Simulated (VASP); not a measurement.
# Re (P6_3/mmc) in VASP: further runs

Aim: see how the results for Re move with the level of theory and the settings. Levels: PBEsol, RPBE. Tasks: relaxation of cell and atoms.

Program: VASP 6.6.1. These are calculated values, not measurements. Logs are shortened: lines on timing, memory, paths and dates and some standing lists are left out, and cuts for length are marked.

**1. The crystal as given**

Symmetry: P6_3/mmc, No. 194, hexagonal system. Conventional cell: a = 2.761 Å, b = 2.761 Å, c = 4.456 Å, α = 90.00°, β = 90.00°, γ = 120.00°. Around Re (site symmetry -6m2) lie 12 Re at 2.74 to 2.76 Å.

**2. Relaxation of cell and atoms, PBEsol**

Input file INCAR:

```
PREC = Accurate
ENCUT = 580
EDIFF = 1E-7
ISMEAR = 0
SIGMA = 0.1
LREAL = False
LASPH = True
NELM = 80
ALGO = Normal
ISIF = 3
LWAVE = False
LCHARG = False
GGA = PS
IBRION = 2
NSW = 90
EDIFFG = -0.005
```

Input file KPOINTS:

```
Automatic mesh
0
Gamma
  18 18 10
```

Input file POSCAR:

```
Re
1.0
    2.7610000000      0.0000000000      0.0000000000
   -1.3805000000      2.3910961400      0.0000000000
    0.0000000000      0.0000000000      4.4560000000
Re
2
Direct
    0.3333333300      0.6666666700      0.2500000000
    0.6666666700      0.3333333300      0.7500000000
```

Potentials or basis: VASP PAW PBE potentials, release 64 (Re).

On the command line:

```
$ cat potpaw_PBE.64/Re/POTCAR > POTCAR
$ mpirun -np 1 vasp_std > vasp.out
```

OUTCAR:

```text
PREC = Accurate
   ENCUT = 580
   EDIFF = 1E-7
   ISMEAR = 0
   LREAL = False
   LASPH = True
   NELM = 80
   ISIF = 3
   GGA = PS
   IBRION = 2
   NSW = 90
   EDIFFG = -0.005

 ion  position               nearest neighbor table
   1  0.333  0.667  0.250-   2 2.74   2 2.74   2 2.74   2 2.74   2 2.74   2 2.74
   2  0.667  0.333  0.750-   1 2.74   1 2.74   1 2.74   1 2.74   1 2.74   1 2.74

  LATTYP: Found a hexagonal cell.
 ALAT       =     2.7610000000
 C/A-ratio  =     1.6139080043

  Lattice vectors:

 A1 = (   2.7610000000,   0.0000000000,   0.0000000000)
 A2 = (  -1.3805000000,   2.3910961400,   0.0000000000)
 A3 = (   0.0000000000,   0.0000000000,   4.4560000000)

Analysis of symmetry for initial positions (statically):
=====================================================================
 Subroutine PRICEL returns:
 Original cell was already a primitive cell.

 Routine SETGRP: Setting up the symmetry group for a
 hexagonal supercell.

 Subroutine GETGRP returns: Found 24 space group operations
 (whereof 12 operations were pure point group operations)
 out of a pool of 24 trial point group operations.

The static configuration has the point symmetry D_3d.
 The point group associated with its full space group is D_6h.

Analysis of symmetry for dynamics (positions and initial velocities):
=====================================================================
 Subroutine PRICEL returns:
 Original cell was already a primitive cell.

 Routine SETGRP: Setting up the symmetry group for a
 hexagonal supercell.

 Subroutine GETGRP returns: Found 24 space group operations
 (whereof 12 operations were pure point group operations)
 out of a pool of 24 trial point group operations.

The dynamic configuration has the point symmetry D_3d.
 The point group associated with its full space group is D_6h.

 Subroutine INISYM returns: Found 24 space group operations
 (whereof 12 operations are pure point group operations),
 and found     1 'primitive' translations

----------------------------------------------------------------------------------------

                                     Primitive cell

  volume of cell :      29.4177

  direct lattice vectors                    reciprocal lattice vectors
     2.761000000  0.000000000  0.000000000     0.362187613  0.209109116  0.000000000
    -1.380500000  2.391096140  0.000000000     0.000000000  0.418218232  0.000000000
     0.000000000  0.000000000  4.456000000     0.000000000  0.000000000  0.224416517

  length of vectors
     2.761000000  2.761000000  4.456000000     0.418218232  0.418218232  0.224416517

  position of ions in fractional coordinates (direct lattice)
     0.333333330  0.666666670  0.250000000
     0.666666670  0.333333330  0.750000000

  ion indices of the primitive-cell ions
   primitive index   ion index
                 1           1
                 2           2

----------------------------------------------------------------------------------------

 KPOINTS: Automatic mesh

Automatic generation of k-mesh.
 Grid dimensions read from file:
 generate k-points for:   18   18   10

 Generating k-lattice:

  Cartesian coordinates                     Fractional coordinates (reciprocal lattice)
     0.020121534  0.011617173  0.000000000     0.055555556 -0.000000000  0.000000000
     0.000000000  0.023234346  0.000000000     0.000000000  0.055555556  0.000000000
     0.000000000  0.000000000  0.022441652     0.000000000  0.000000000  0.100000000

  Length of vectors
     0.023234346  0.023234346  0.022441652

  Shift w.r.t. Gamma in fractional coordinates (k-lattice)
     0.000000000  0.000000000  0.000000000

 Subroutine IBZKPT returns following result:
 ===========================================

 Found    222 irreducible k-points:

 Following reciprocal coordinates:
            Coordinates               Weight
  0.000000  0.000000  0.000000      1.000000
  0.055556 -0.000000  0.000000      6.000000
  0.111111 -0.000000  0.000000      6.000000
  0.166667 -0.000000  0.000000      6.000000
  0.222222  0.000000  0.000000      6.000000
  0.277778 -0.000000  0.000000      6.000000
[... 16 lines left out ...]
  0.333333  0.111111  0.000000     12.000000
  0.388889  0.111111  0.000000     12.000000
 [... further k-points ...]
   k-points           NKPTS =    222   k-points in BZ     NKDIM =    222   number of bands    NBANDS=     11
   number of dos      NEDOS =    301   number of ions     NIONS =      2
   total plane-waves  NPLWV =  20736
   dimension x,y,z NGX =    24 NGY =   24 NGZ =   36
   dimension x,y,z NGXF=    48 NGYF=   48 NGZF=   72
   ions per type =               2
   NGX,Y,Z   is equivalent  to a cutoff of  14.45, 14.45, 13.43 a.u.
   NGXF,Y,Z  is equivalent  to a cutoff of  28.90, 28.90, 26.86 a.u.
 SYSTEM =  unknown system
   PREC   = accura    normal or accurate (medium, high low for compatibility)
   ISTART =      0    job   : 0-new  1-cont  2-samecut
   ICHARG =      2    charge: 1-file 2-atom 10-const
   ISPIN  =      1    spin polarized calculation?
   LNONCOLLINEAR =      F non collinear calculations
   LSORBIT =      F    spin-orbit coupling
   LASPH  =      T    aspherical Exc in radial PAW
   ENCUT  =  580.0 eV  42.63 Ry    6.53 a.u.   5.42  5.42  8.75*2*pi/ulx,y,z
   NELM   =     80;   NELMIN=  2; NELMDL= -5     # of ELM steps
   EDIFF  = 0.1E-06   stopping-criterion for ELM
   LREAL  =      F    real-space projection
   EDIFFG = -.5E-02   stopping-criterion for IOM
   NSW    =     90    number of steps for IOM
   IBRION =      2    ionic relax: 0-MD 1-quasi-New 2-CG
   NFREE  =      1    steps in history (QN), initial steepest desc. (CG)
   ISIF   =      3    stress and relaxation
   ISYM   =      2    0-nonsym 1-usesym 2-fastsym
   POTIM  = 0.5000    time-step for ionic-motion
   TEBEG  =    0.0;   TEEND  =   0.0 temperature during run
   PSTRESS=    0.0 pullay stress
   NELECT =      14.0000    total number of electrons
   NUPDOWN=      -1.0000    fix difference up-down
   EMIN   =  10.00;   EMAX   =-10.00  energy-range for DOS
   EFERMI =   0.00;   METHOD = LEGACY
   ISMEAR =     0;   SIGMA  =   0.10  broadening in eV -4-tet -1-fermi 0-gaus
   EFERMI_NEDOS =   21; number of points for ismear=-14 and -15
   IALGO  =     38    algorithm
   IMIX   =      4    mixing-type and parameters
     AMIX     =   0.40;   BMIX     =  1.00
     AMIX_MAG =   1.60;   BMIX_MAG =  1.00
  volume/ion in A,a.u.               =      14.71        99.26
  Fermi-wavevector in a.u.,A,eV,Ry     =   1.278148  2.415350 22.227341  1.633663
  Thomas-Fermi vector in A             =   2.410708
   LORBIT       =      0    0 simple, 1 ext, 2 COOP (PROOUT), +10 PAW based schemes
   GGA     = PS    functional components
   LHFCALC =     F    Hartree Fock is set to
   AEXX    =    0.0000 exact exchange contribution
   IVDW    =     0    specifies the selected vdW correction
   LEPSILON=     F    determine dielectric tensor
   LRPA    =     F    only Hartree local field effects (RPA)
 conjugate gradient relaxation of ions
 non-spin polarized calculation
 Gauss-broadening in eV      SIGMA  =   0.10
  energy-cutoff  :      580.00
  volume of cell :       29.42
 maximum number of plane-waves:       966
 NGX is ok and might be reduce to    24
   NGX = 11   NGY = 11   NGZ = 17

--------------------------------------- Ionic step        1  -------------------------------------------

 number of electron      14.0000000 magnetization

 Free energy of the ion-electron system (eV)
  ---------------------------------------------------
  ext. energy  EPLUGINS =         0.00000000
  ---------------------------------------------------
  free energy    TOTEN  =       -26.73815206 eV

  energy without entropy =      -26.72987314  energy(sigma->0) =      -26.73401260

------------------------ aborting loop because EDIFF is reached ----------------------------------------

  FORCE on cell =-STRESS in cart. coord.  units (eV):
  Direction    XX          YY          ZZ          XY          YZ          ZX
  --------------------------------------------------------------------------------------
  -------------------------------------------------------------------------------------
  Total       -0.7610062     -0.7610062     -0.7051996      0.0000000     -0.0000000      0.0000000
  in kB      -41.4467174    -41.4467174    -38.4073184      0.0000000     -0.0000000      0.0000000
  external PRESSURE =     -40.4335844 kB  Pullay stress =       0.0000000 kB
[... 165 lines left out ...]
  energy  without entropy=      -26.7338944144  energy(sigma->0) =      -26.73796041

--------------------------------------- Ionic step        6  -------------------------------------------

 number of electron      14.0000000 magnetization

 Free energy of the ion-electron system (eV)
  ---------------------------------------------------
  ext. energy  EPLUGINS =         0.00000000
  ---------------------------------------------------
  free energy    TOTEN  =       -26.74202964 eV

  energy without entropy =      -26.73388118  energy(sigma->0) =      -26.73795541

 E-fermi :   7.8325     XC(G=0): -13.8779

 val. band max:        7.8310135929   @ k =   0.3889   0.0000   0.5000
 cond. band min:       7.8372110594   @ k =   0.2778  -0.0000   0.5000
 fundamental gap:      0.0061974665
 Fermi energy:         7.8325067163

 k-point     1 :       0.0000    0.0000    0.0000
  band No.  band energies     occupation
      1      -2.1224      2.00000
      2       1.1287      2.00000
      3       6.2357      2.00000
      4       6.2357      2.00000
      5       6.2367      2.00000
      6       7.0896      2.00000
      7       7.0896      2.00000
      8       8.0376      0.00373
      9       8.0376      0.00373
     10       8.4835      0.00000
     11      11.2696      0.00000
[... 309 lines left out ...]
 k-point    24 :       0.3889    0.1111    0.0000
  band No.  band energies     occupation
      1       2.1871      2.00000
      2       2.3164      2.00000
      3       2.6309      2.00000
      4       5.5369      2.00000
      5       5.7221      2.00000
      6       6.4505      2.00000
      7       7.2127      2.00000
      8      11.1078      0.00000
      9      11.7185      0.00000
     10      12.0139      0.00000
     11      13.5862      0.00000

 [... further k-points ...]

------------------------ aborting loop because EDIFF is reached ----------------------------------------

  FORCE on cell =-STRESS in cart. coord.  units (eV):
  Direction    XX          YY          ZZ          XY          YZ          ZX
  --------------------------------------------------------------------------------------
  -------------------------------------------------------------------------------------
  Total        0.0011674      0.0011674      0.0008450      0.0000000      0.0000000      0.0000000
  in kB        0.0642384      0.0642384      0.0464965      0.0000000      0.0000000      0.0000000
  external PRESSURE =       0.0583244 kB  Pullay stress =       0.0000000 kB
[... 17 lines left out ...]
  FREE ENERGIE OF THE ION-ELECTRON SYSTEM (eV)
  ---------------------------------------------------
  free  energy   TOTEN  =       -26.7420296355 eV

  energy  without entropy=      -26.7338811826  energy(sigma->0) =      -26.73795541

 reached required accuracy - stopping structural energy minimisation
```

It took 5.1 min on 1 thread of Intel Xeon Platinum 8488C (Sapphire Rapids), shared host; peak memory 0.23 GiB.

Results:

```
Free energy                            : -26.7420 eV
Relaxed volume                         : 14.56 Å³/atom
Relaxed cell                           : a = 2.751 Å, b = 2.751 Å, c = 4.443 Å, α = 90.00°, β = 90.00°, γ = 120.00°
Space group after relaxing (to 0.05 Å) : P6_3/mmc (No. 194)
Energy gained by relaxing              : 1.9 meV/atom
Ionic steps                            : 6
Pressure after relaxing                : 0.0 GPa
Band gap on the k mesh                 : none (metal or under the smearing width)
```

The path:
```
step  energy change (eV)  largest force (eV/Å)  pressure (GPa)  volume (Å³)
   1              0.0000                0.0000           -4.04        29.42
   2              0.0689                0.0000           19.41        27.87
   3             -0.0039                0.0000           -0.08        29.12
   4             -0.0039                0.0000            0.01        29.12
   5             -0.0039                0.0000            0.00        29.12
   6             -0.0039                0.0000            0.01        29.12
```

Final structure:
```
Re
1.0
     2.75083    0.00000    0.00000
    -1.37542    2.38229    0.00000
     0.00000    0.00000    4.44290
Re
2
Direct
  0.33333 0.66667 0.25000
  0.66667 0.33333 0.75000
```

Caveat: the PAW data sets were made with another functional, which shifts forces and pressure a little.

**3. Relaxation of cell and atoms, PBEsol**

Edit INCAR of step 2 so:

```diff
@@ -1,3 +1,3 @@
 PREC = Accurate
-ENCUT = 580
+ENCUT = 480
 EDIFF = 1E-7
```

KPOINTS is that of step 2.

POSCAR is that of step 2.

Potentials or basis: VASP PAW PBE potentials, release 64 (Re).

On the command line:

```
$ cat potpaw_PBE.64/Re/POTCAR > POTCAR
$ mpirun -np 1 vasp_std > vasp.out
```

It took 3.2 min on 1 thread of Intel Xeon Platinum 8488C (Sapphire Rapids), shared host; peak memory 0.19 GiB.

The run converged. Its results:

```yaml
Free_energy: -26.7397 eV
Relaxed_volume: 14.56 Å³/atom
Relaxed_cell: a = 2.751 Å, b = 2.751 Å, c = 4.443 Å, α = 90.00°, β = 90.00°, γ = 120.00°
Space_group_after_relaxing_to_0.05_Å: P6_3/mmc (No. 194)
Energy_gained_by_relaxing: 2.0 meV/atom
Ionic_steps: 6
Pressure_after_relaxing: 0.0 GPa
Band_gap_on_the_k_mesh: none (metal or under the smearing width)
```

The path:
```tsv
step	energy change (eV)	largest force (eV/Å)	pressure (GPa)	volume (Å³)
1	0.0000	0.0000	-4.11	29.42
2	0.0708	0.0000	19.69	27.84
3	-0.0040	0.0000	-0.08	29.12
4	-0.0040	0.0000	0.01	29.11
5	-0.0040	0.0000	0.00	29.11
6	-0.0040	0.0000	0.00	29.11
```

Final structure:
```
CELL_PARAMETERS angstrom
2.75067 0.00000 0.00000
-1.37534 2.38215 0.00000
0.00000 0.00000 4.44258
ATOMIC_POSITIONS crystal
Re 0.33333 0.66667 0.25000
Re 0.66667 0.33333 0.75000
```

Levels at points of the mesh, in eV from the Fermi level:
| k point | band 3 | band 4 | band 5 | band 6 | band 7 | band 8 | band 9 | band 10 | band 11 |
| --- | --- | --- | --- | --- | --- | --- | --- | --- | --- |
| (0.00, 0.00, 0.00) | -1.60 | -1.60 | -1.60 | -0.74 | -0.74 | 0.20 | 0.20 | 0.65 | 3.44 |
| (0.50, 0.00, 0.00) | -5.32 | -1.96 | -1.73 | -1.38 | -0.59 | 4.06 | 4.47 | 4.61 | 6.18 |
| (0.00, 0.00, 0.50) | -2.40 | -2.40 | -1.73 | -1.73 | -1.73 | -1.73 | 2.61 | 2.61 | 2.61 |
| (0.50, 0.00, 0.50) | -4.15 | -4.15 | 0.41 | 0.41 | 0.96 | 0.96 | 4.38 | 4.38 | 4.88 |

Caveat: the PAW data sets were made with another functional, which shifts forces and pressure a little. The run has no spin-orbit coupling, so splittings on Re are missing.

**4. Relaxation of cell and atoms, RPBE**

Edit INCAR of step 3 so:

```diff
@@ -1,3 +1,3 @@
 PREC = Accurate
-ENCUT = 480
+ENCUT = 600
 EDIFF = 1E-7
@@ -12,3 +12,3 @@
 LCHARG = False
-GGA = PS
+GGA = RP
 IBRION = 2
```

KPOINTS is that of step 3.

POSCAR is that of step 3.

On the command line:

```
$ cat potpaw_PBE.64/Re/POTCAR > POTCAR
$ mpirun -np 1 vasp_std > vasp.out
```

Wall time 5.4 min (1 thread of Intel Xeon Platinum 8488C (Sapphire Rapids), shared host); peak memory 0.24 GiB.

The run converged. Its results:

```yaml
Free_energy: -23.6431 eV
Relaxed_volume: 15.08 Å³/atom
Relaxed_cell: a = 2.783 Å, b = 2.783 Å, c = 4.497 Å, α = 90.00°, β = 90.00°, γ = 120.00°
Space_group_after_relaxing_to_0.05_Å: P6_3/mmc (No. 194)
Energy_gained_by_relaxing: 11.0 meV/atom
Ionic_steps: 9
Pressure_after_relaxing: 0.0 GPa
Band_gap_on_the_k_mesh: none (metal or under the smearing width)
```

Step by step:
| step | energy change (eV) | largest force (eV/Å) | pressure (GPa) | volume (Å³) |
| --- | --- | --- | --- | --- |
| 1 | 0.0000 | 0.0000 | 9.63 | 29.42 |
| 2 | 0.2914 | 0.0000 | -28.70 | 33.34 |
| 3 | -0.0219 | 0.0000 | -0.40 | 30.20 |
| 4 | -0.0220 | 0.0000 | -0.02 | 30.17 |
| 5 | -0.0219 | 0.0000 | 0.16 | 30.15 |
| 6 | -0.0220 | 0.0000 | 0.16 | 30.15 |
| 7 | -0.0220 | 0.0000 | 0.16 | 30.15 |
| 8 | -0.0219 | 0.0000 | -0.25 | 30.19 |
| 9 | -0.0220 | 0.0000 | 0.03 | 30.17 |

Final structure:
```
Re
1.0
     2.78306    0.00000    0.00000
    -1.39153    2.41020    0.00000
     0.00000    0.00000    4.49707
Re
2
Direct
  0.33333 0.66667 0.25000
  0.66667 0.33333 0.75000
```

Levels at points of the mesh, in eV from the Fermi level:
```tsv
k point	band 4	band 5	band 6	band 7	band 8	band 9	band 10	band 11
(0.00, 0.00, 0.00)	-1.49	-1.49	-0.69	-0.69	0.21	0.21	0.56	3.26
(0.50, 0.00, 0.00)	-1.84	-1.72	-1.33	-0.57	3.84	4.21	4.34	5.85
(0.00, 0.00, 0.50)	-2.30	-1.62	-1.62	-1.62	-1.62	2.47	2.47	2.47
(0.50, 0.00, 0.50)	-3.93	0.41	0.41	0.88	0.88	4.13	4.13	4.62
```

Caveat: the PAW data sets were made with another functional, which shifts forces and pressure a little.

**5. Summary**

| level | cutoff (eV) | gap on the mesh (eV) | pressure (GPa) | relaxed volume (Å³/atom) |
| --- | --- | --- | --- | --- |
| PBEsol | 580 | none | 0.0 | 14.56 |
| PBEsol | 480 | none | 0.0 | 14.56 |
| RPBE | 600 | none | 0.0 | 15.08 |

Alike in all rows: task relaxation of cell and atoms; potentials or basis VASP PAW PBE potentials, release 64 (Re); no spin polarisation; cell relaxed; k mesh 18 × 18 × 10; smearing gaussian 0.1 eV.

Caveats: the PAW data sets were made with another functional, which shifts forces and pressure a little.

Total energies depend on the potentials used, so only differences within one code and one set of settings carry meaning.
